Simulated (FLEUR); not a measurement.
# GaAs (F-43m) in FLEUR: further runs

Aim: see how the results for GaAs move with the level of theory and the settings. Levels: PBEsol, r2SCAN, LDA. Tasks: band structure, equation of state.

Program: FLEUR MaX-R8.1 (later development tree). These are calculated values, not measurements. Logs are shortened: lines on timing, memory, paths and dates and some standing lists are left out, and cuts for length are marked.

**Measured values to compare with.**

“Evidence of valence band perturbations in GaAsN/GaAs(001): A combined variable-angle spectroscopic ellipsometry and modulated photoreflectance investigation”, 2008, arxiv:0805.2212 reports, for a bulk crystal of GaAs at 300 K: band gap 1.412 ± 0.01 eV (direct); band gap 1.418 ± 0.005 eV (direct).

How close the calculation comes is told below.

**1. The structure**

It takes space group F-43m (No. 216, cubic). Conventional cell: a = 5.654 Å, b = 5.654 Å, c = 5.654 Å, α = 90.00°, β = 90.00°, γ = 90.00°. As (site symmetry -43m) has 4 Ga at 2.45 Å as nearest neighbours. Ga (site symmetry -43m) is surrounded by 4 As at 2.45 Å.

**2. Band structure, PBEsol**

inp.xml

```xml
<?xml version="1.0" encoding="UTF-8" standalone="no"?>
<fleurInput fleurInputVersion="0.39">
   <comment>
      GaAs                                                                                                
   </comment>
   <calculationSetup>
      <cutoffs Kmax="4.58" Gmax="14.2" GmaxXC="14.2" numbands="0"/>
      <scfLoop itmax="60" minDistance="0.00001" maxIterBroyd="15" imix="Anderson" alpha="0.05" precondParam="0.0" spinf="2.0" sdNocoIR="T"/>
      <coreElectrons ctail="T" frcor="F" kcrel="0" coretail_lmax="0"/>
      <xcFunctional name="PBEs" relativisticCorrections="F"/>
      <magnetism jspins="1"/>
      <soc l_soc="F" theta="0.0" phi="0.0" spav="F"/>
      <expertModes spex="0" secvar="F"/>
      <geometryOptimization l_f="F" forcealpha="1.0" forcemix="BFGS" epsdisp="0.00001" epsforce="0.00001"/>
      <ldaU l_linMix="F" mixParam="0.05" spinf="1.0"/>
   </calculationSetup>
   <cell>
      <bzIntegration valenceElectrons="42.0" mode="hist" fermiSmearingEnergy="0.00183747">
         <kPointListSelection listName="default-1"/>
         <!-- k-points included here -->
         <xi:include xmlns:xi="http://www.w3.org/2001/XInclude" href="kpts.xml"> </xi:include>
      </bzIntegration>
      <!-- symmetry operations included here -->
      <xi:include xmlns:xi="http://www.w3.org/2001/XInclude" href="sym.xml"> </xi:include>
      <bulkLattice scale="1.0">
         <bravaisMatrix>
[... 34 lines left out ...]
         <lo type="SCLO" l="0" n="3" eDeriv="0"/>
         <lo type="SCLO" l="1" n="3" eDeriv="0"/>
         <lo type="SCLO" l="1" n="3" eDeriv="1"/>
         <lo type="HELO" l="2" n="4" eDeriv="0"/>
         <lo type="HELO" l="2" n="4" eDeriv="1"/>
         <lo type="SCLO" l="3" n="4" eDeriv="2"/>
      </species>
   </atomSpecies>
   <atomGroups>
      <atomGroup species="Arsenic (As)">
         <relPos label="                   1">-1.000/4.000 -1.000/4.000 -1.000/4.000</relPos>
         <force calculate="T" relaxXYZ="TTT"/>
      </atomGroup>
      <atomGroup species="Gallium (Ga)">
         <relPos label="                   2">.0000000000 .0000000000 .0000000000</relPos>
         <force calculate="T" relaxXYZ="TTT"/>
      </atomGroup>
   </atomGroups>
   <output dos="F" band="F" slice="F">
      <checks vchk="F" cdinf="F"/>
      <bandDOS minEnergy="-.5*Htr" maxEnergy="0.5*Htr" sigma="0.015" storeEVData="T"/>
      <vacuumDOS vacdos="F" integ="F" star="F" nstars="0" locx1="0.0" locy1="0.0" locx2="0.0" locy2="0.0" nstm="0" tworkf="0.0"/>
      <unfoldingBand unfoldBand="F" supercellX="1" supercellY="1" supercellZ="1"/>
      <plotting iplot="0" polar="F">
         <plot TwoD="T" vec1="  1.0  0.0  0.0" vec2="  0.0  1.0  0.0" vec3="  0.0  0.0  1.0" zero="  0.0  0.0  0.0" file="plot"/>
      </plotting>
      <chargeDensitySlicing numkpt="0" minEigenval="0.0" maxEigenval="0.0" nnne="0" pallst="F"/>
      <specialOutput eonly="F"/>
      <moessbauerParams electricFieldGradient="T" isomerShift="T" coreHyperfine="T" valenceHyperfine="T"/>
      <magneticCircularDichroism mcd="F" energyLo="-10.0" energyUp="0.0"/>
   </output>
  <!-- We include the file relax.xml here to enable relaxations (see documentation) -->
  <xi:include xmlns:xi="http://www.w3.org/2001/XInclude" href="relax.xml"> <xi:fallback/> </xi:include>
</fleurInput>
```

crystal.txt

```
GaAs
&input cartesian=F /
0.0000000000  2.8268500000  2.8268500000
2.8268500000  0.0000000000  2.8268500000
2.8268500000  2.8268500000  0.0000000000
1.8897261246
1.0 1.0 1.0

2
33 0.7500000000  0.7500000000  0.7500000000
31 0.0000000000  0.0000000000  0.0000000000

&kpt div1=8 div2=8 div3=8 gamma=T /
```

inp.xml (bands)

```
<?xml version="1.0" encoding="UTF-8" standalone="no"?>
<fleurInput fleurInputVersion="0.39">
   <comment>
      GaAs                                                                                                
   </comment>
   <calculationSetup>
      <cutoffs Kmax="4.58" Gmax="14.2" GmaxXC="14.2" numbands="0"/>
      <scfLoop itmax="60" minDistance="0.00001" maxIterBroyd="15" imix="Anderson" alpha="0.05" precondParam="0.0" spinf="2.0" sdNocoIR="T"/>
      <coreElectrons ctail="T" frcor="F" kcrel="0" coretail_lmax="0"/>
      <xcFunctional name="PBEs" relativisticCorrections="F"/>
      <magnetism jspins="1"/>
      <soc l_soc="F" theta="0.0" phi="0.0" spav="F"/>
      <expertModes spex="0" secvar="F"/>
      <geometryOptimization l_f="F" forcealpha="1.0" forcemix="BFGS" epsdisp="0.00001" epsforce="0.00001"/>
      <ldaU l_linMix="F" mixParam="0.05" spinf="1.0"/>
   </calculationSetup>
   <cell>
      <bzIntegration valenceElectrons="42.0" mode="hist" fermiSmearingEnergy="0.00183747">
         <kPointListSelection listName="path-1"/>
         <!-- k-points included here -->
         <xi:include xmlns:xi="http://www.w3.org/2001/XInclude" href="kpts.xml"> </xi:include>
      </bzIntegration>
      <!-- symmetry operations included here -->
      <xi:include xmlns:xi="http://www.w3.org/2001/XInclude" href="sym.xml"> </xi:include>
      <bulkLattice scale="1.0">
         <bravaisMatrix>
[... 33 lines left out ...]
         <energyParameters s="4" p="4" d="3" f="4"/>
         <lo type="SCLO" l="0" n="3" eDeriv="0"/>
         <lo type="SCLO" l="1" n="3" eDeriv="0"/>
         <lo type="SCLO" l="1" n="3" eDeriv="1"/>
         <lo type="HELO" l="2" n="4" eDeriv="0"/>
         <lo type="HELO" l="2" n="4" eDeriv="1"/>
         <lo type="SCLO" l="3" n="4" eDeriv="2"/>
      </species>
   </atomSpecies>
   <atomGroups>
      <atomGroup species="Arsenic (As)">
         <relPos label="                   1">-1.000/4.000 -1.000/4.000 -1.000/4.000</relPos>
         <force calculate="T" relaxXYZ="TTT"/>
      </atomGroup>
      <atomGroup species="Gallium (Ga)">
         <relPos label="                   2">.0000000000 .0000000000 .0000000000</relPos>
         <force calculate="T" relaxXYZ="TTT"/>
      </atomGroup>
   </atomGroups>
   <output dos="F" band="T" slice="F">
      <checks vchk="F" cdinf="F"/>
      <bandDOS minEnergy="-.5*Htr" maxEnergy="0.5*Htr" sigma="0.015" storeEVData="T"/>
      <vacuumDOS vacdos="F" integ="F" star="F" nstars="0" locx1="0.0" locy1="0.0" locx2="0.0" locy2="0.0" nstm="0" tworkf="0.0"/>
      <unfoldingBand unfoldBand="F" supercellX="1" supercellY="1" supercellZ="1"/>
      <plotting iplot="0" polar="F">
         <plot TwoD="T" vec1="  1.0  0.0  0.0" vec2="  0.0  1.0  0.0" vec3="  0.0  0.0  1.0" zero="  0.0  0.0  0.0" file="plot"/>
      </plotting>
      <chargeDensitySlicing numkpt="0" minEigenval="0.0" maxEigenval="0.0" nnne="0" pallst="F"/>
      <specialOutput eonly="F"/>
      <moessbauerParams electricFieldGradient="T" isomerShift="T" coreHyperfine="T" valenceHyperfine="T"/>
      <magneticCircularDichroism mcd="F" energyLo="-10.0" energyUp="0.0"/>
   </output>
  <!-- We include the file relax.xml here to enable relaxations (see documentation) -->
  <xi:include xmlns:xi="http://www.w3.org/2001/XInclude" href="relax.xml"> <xi:fallback/> </xi:include>
</fleurInput>
```

Potentials or basis: all-electron, FLAPW.

Run with:

```bash
inpgen -f crystal.txt -profile fastHighL
# inp.xml edited to the form shown
fleur_MPI
fleur_MPI   # second run, on inp.xml (bands)
```

The log of the run:

```text
Welcome to FLEUR        (www.flapw.de)
      MaX-Release 8.1          (www.max-centre.eu)

 ========== k-point set info ==========
 Selected k-point list: default-1
 k-point list type: mesh
 8 x 8 x 8
 Number of k points: 29

 ------------Calculation Setup---------------------------
 Number of MPI-tasks      :            1
 Number of PE/node        :            1
 Number of OMP-threads    :            1
 Most efficient MPI parallelization for:
           1          29
 Additional eigenvalue parallelization possible
 Number of basis functions:          615
 Approximate size of matrices (H+S) per k-point:         0.011 GB
 --------------------------------------------------------
 Iteration:     1   Distance:       6.79282553 me/bohr^3
 Iteration:     2   Distance:       6.26008107 me/bohr^3
 Iteration:     3   Distance:       3.47075802 me/bohr^3
 Iteration:     4   Distance:       0.98519860 me/bohr^3
 Iteration:     5   Distance:       0.83678512 me/bohr^3
 Iteration:     6   Distance:       0.16316964 me/bohr^3
 Iteration:     7   Distance:       0.09421866 me/bohr^3
 Iteration:     8   Distance:       0.06531045 me/bohr^3
 Iteration:     9   Distance:       0.00665771 me/bohr^3
 Iteration:    10   Distance:       0.00615184 me/bohr^3
 Iteration:    11   Distance:       0.00164292 me/bohr^3
 Iteration:    12   Distance:       0.00027930 me/bohr^3
 Iteration:    13   Distance:       0.00012764 me/bohr^3
 Iteration:    14   Distance:       0.00000891 me/bohr^3

 ********************************************************************
 Run finished successfully
 Stop message:
   all done
 ********************************************************************
```

output (bands):

```text
Welcome to FLEUR        (www.flapw.de)
      MaX-Release 8.1          (www.max-centre.eu)

 ========== k-point set info ==========
 Selected k-point list: path-1
 k-point list type: path
 Number of k points: 60

 ------------Calculation Setup---------------------------
 Number of MPI-tasks      :            1
 Number of PE/node        :            1
 Number of OMP-threads    :            1
 Most efficient MPI parallelization for:
           1           2           3           4           5           6          10          12          15          20          30          60
 Additional eigenvalue parallelization possible
 Number of basis functions:          615
 Approximate size of matrices (H+S) per k-point:         0.011 GB
 --------------------------------------------------------
 Fermi energy correction for insulators:
 No automatic correction of the Fermi energy has been performed.

 Note: Band structure data (together with different weights) is also stored in the banddos.hdf file.
       A convenient way of extracting and plotting the data from that file is by making use of the

 ********************************************************************
 Run finished successfully
 Stop message:
   Charge density postprocessing done.
 ********************************************************************
```

out.xml (last iteration):

```text
<iteration numberForCurrentRun="   14" overallNumber="   14">
         <energyParameters units="Htr">
            <atomicEP atomType="1" spin="1" branch="4s" branchLowest="-6.57" branchHighest="0.78" value="-0.2423357724"/>
            <atomicEP atomType="1" spin="1" branch="4p" branchLowest="-4.50" branchHighest="1.50" value="0.0090058711"/>
            <atomicEP atomType="1" spin="1" branch="3d" branchLowest="-9.99" branchHighest="-1.07" value="-1.0805576781"/>
            <atomicEP atomType="1" spin="1" branch="4f" branchLowest="-9.99" branchHighest="3.58" value="0.3846170114"/>
            <loAtomicEP atomType="1" spin="1" branch="3p" branchLowest="-47.46" branchHighest="-4.50" value="-4.5017928994"/>
            <loAtomicEP atomType="1" spin="1" branch="3p" branchLowest="-47.46" branchHighest="-4.50" value="-4.5017928994"/>
            <heloAtomicEP atomType="1" spin="1" branch="4d" branchLowest="1.98" branchHighest="1.98" value="1.9836326141"/>
            <heloAtomicEP atomType="1" spin="1" branch="4d" branchLowest="1.98" branchHighest="1.98" value="1.9836326141"/>
            <loAtomicEP atomType="1" spin="1" branch="4s" branchLowest="-6.57" branchHighest="0.78" value="-0.2423357724"/>
            <loAtomicEP atomType="1" spin="1" branch="4f" branchLowest="-9.99" branchHighest="3.58" value="0.3846211482"/>
            <atomicEP atomType="2" spin="1" branch="4s" branchLowest="-5.06" branchHighest="1.31" value="-0.0885352409"/>
            <atomicEP atomType="2" spin="1" branch="4p" branchLowest="-3.25" branchHighest="2.00" value="0.0927920462"/>
            <atomicEP atomType="2" spin="1" branch="3d" branchLowest="-9.99" branchHighest="-0.28" value="-0.3339684338"/>
            <atomicEP atomType="2" spin="1" branch="4f" branchLowest="-9.99" branchHighest="3.79" value="0.4358370205"/>
            <loAtomicEP atomType="2" spin="1" branch="3s" branchLowest="-45.97" branchHighest="-5.06" value="-5.0628192449"/>
            <loAtomicEP atomType="2" spin="1" branch="3p" branchLowest="-39.97" branchHighest="-3.25" value="-3.2601148298"/>
            <loAtomicEP atomType="2" spin="1" branch="3p" branchLowest="-39.97" branchHighest="-3.25" value="-3.2601148298"/>
            <heloAtomicEP atomType="2" spin="1" branch="4d" branchLowest="2.34" branchHighest="2.34" value="2.3371022804"/>
            <heloAtomicEP atomType="2" spin="1" branch="4d" branchLowest="2.34" branchHighest="2.34" value="2.3371022804"/>
            <loAtomicEP atomType="2" spin="1" branch="4f" branchLowest="-9.99" branchHighest="3.79" value="0.4358408987"/>
         </energyParameters>
         <eigenvalues>
            <eigenvaluesAt spin="1" ikpt="1" k_x="0.00000000" k_y="0.00000000" k_z="0.00000000">
                      -5.0628157957       -4.4992006174       -4.4992006174       -4.4992006174       -3.2584185867
                      -3.2584185867       -3.2584185867       -1.0910416780       -1.0910416780       -1.0910416780
                      -1.0906743819       -1.0906743819       -0.3414467552       -0.3414467552       -0.3414467552
                      -0.3385368207       -0.3385368207       -0.2668379157        0.2017770499        0.2017770499
[... 58 lines left out ...]
            <totalCharge value="63.9999999985"/>
         </allElectronCharges>
         <moessbauerParams unitsHFF="kG" unitsIS="e/bohr^3" unitsEFG="Htr/bohr^2">
            <coreIsomerShift atomType="1" isTotal="35690.30185">
               <shell n="1" l="0" isomerShift="31914.03744"/>
               <shell n="2" l="0" isomerShift="3241.07711"/>
               <shell n="2" l="1" isomerShift="30.52186"/>
               <shell n="3" l="0" isomerShift="504.66545"/>
            </coreIsomerShift>
            <coreIsomerShift atomType="2" isTotal="27949.38389">
               <shell n="1" l="0" isomerShift="25400.35531"/>
               <shell n="2" l="0" isomerShift="2528.35433"/>
               <shell n="2" l="1" isomerShift="20.67425"/>
            </coreIsomerShift>
            <isomerShift atomType="1" nucleusRadius="0.0000996" averageDensity="35731.17280"/>
            <isomerShift atomType="2" nucleusRadius="0.0000972" averageDensity="28349.19145"/>
            <electricFieldGradient atomType="1" VXX="0.00000" VYY="0.00000" VZZ="0.00000" asymParam="0.00000">
            </electricFieldGradient>
            <electricFieldGradient atomType="2" VXX="0.00000" VYY="0.00000" VZZ="0.00000" asymParam="0.00000">
            </electricFieldGradient>
         </moessbauerParams>
         <totalEnergy                                    value="    -4202.1733827394" units="Htr">
            <sumOfEigenvalues                            value="    -2419.0401220687">
               <coreElectrons value="-2348.1112804651"/>
               <valenceElectrons value="-70.9288416036"/>
            </sumOfEigenvalues>
            <densityCoulombPotentialIntegral value="-6503.9443596338"/>
            <densityEffectivePotentialIntegral value="-6709.1813013623"/>
            <chargeDenXCDenIntegral value="-156.4644009684"/>
            <FockExchangeEnergyValence value="0.0000000000"/>
            <FockExchangeEnergyCore value="0.0000000000"/>
            <atomTypeDependentContributions atomType="1">
               <electronNucleiInteractionDifferentMTs value="2715.9732053906"/>
               <MadelungTerm value="-18.0981193347"/>
            </atomTypeDependentContributions>
            <atomTypeDependentContributions atomType="2">
               <electronNucleiInteractionDifferentMTs value="2334.9919911206"/>
               <MadelungTerm value="-14.8146654017"/>
            </atomTypeDependentContributions>
            <tkbTimesEntropy value="0.0000015253"/>
            <freeEnergy value="-4202.1733842647"/>
            <extrapolationTo0K value="-4202.1733835020"/>
         </totalEnergy>
         <densityConvergence units="me/bohr^3">
            <chargeDensity spin="1" distance="0.0000089099"/>
         </densityConvergence>
      </iteration>
```

It took 1.9 min on 1 thread of Arm Neoverse V2, shared host; peak memory 0.07 GiB.

What came out:

- Free energy: -114346.9630 eV
- Band gap on the k mesh: 0.45 eV, direct
- Band gap along the path: 0.45 eV, direct
- Valence electrons inside the program's atomic spheres: As 18.82; Ga 19.14 (radii As 2.14, Ga 2.14 bohr)

Levels at the corners of the path, in eV from the valence-band top:
```
point  band 19  band 20  band 21  band 22  band 23  band 24
    Γ     0.00     0.00     0.00     0.45     3.70     3.70
    X    -6.84    -2.69    -2.69     1.36     1.58    10.13
    W    -6.65    -3.57    -3.38     4.60     4.63     5.35
    K    -6.65    -3.90    -2.27     1.87     4.58     7.89
    Γ     0.00     0.00     0.00     0.45     3.70     3.70
    L    -6.67    -1.15    -1.15     0.93     4.59     4.59
    U    -6.65    -3.90    -2.27     1.87     4.58     7.89
    W    -6.65    -3.57    -3.38     4.60     4.63     5.35
    L    -6.67    -1.15    -1.15     0.93     4.59     4.59
    K    -6.65    -3.90    -2.27     1.87     4.58     7.89
    U    -6.65    -3.90    -2.27     1.87     4.58     7.89
    X    -6.84    -2.69    -2.69     1.36     1.58    10.13
```

Core levels (eV from the Fermi level):
```csv
atom,levels
1 As,"1s1/2 -11701.5, 2s1/2 -1479.8, 2p1/2 -1321.9, 2p3/2 -1285.4, 3s1/2 -184.6"
2 Ga,"1s1/2 -10214.2, 2s1/2 -1256.6, 2p1/2 -1112.2, 2p3/2 -1084.6"
```

(Part 1 of 2 ends here.)
